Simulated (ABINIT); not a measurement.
TaN:

```xyz
2
Lattice="2.9380 0.0000 0.0000 -1.4690 2.5444 0.0000 0.0000 0.0000 2.8830" Properties=species:S:1:pos:R:3 pbc="T T T"
Ta    0.0000    0.0000    1.4415
N     1.4690    0.8481    0.0000
```

Program: ABINIT 10.8.3 (patched build). Alike in all runs: task single point; level HSE06; potentials or basis PseudoDojo NC SR PBE v0.4.1 standard; no spin polarisation; cell as given; k mesh 4 × 4 × 4; cutoff (eV) 952; smearing fermi-dirac 0.05 eV; the mesh is coarse, so values aren't converged.

Q: Order these runs on this cell by their pressure, lowest first.
A. share of exact exchange 0.05
B. share of exact exchange 0.15
C. share of exact exchange 0.35
D. share of exact exchange 0.5

A: D (-10.2 GPa), C (-5.0 GPa), B (1.9 GPa), A (5.5 GPa).

Caveats: all runs use coarse meshes; Libxc's HSE differs a little from that of other programs; the potentials were made for another functional, which shifts forces and pressure.

Runs at the PBE level aren't shown here.
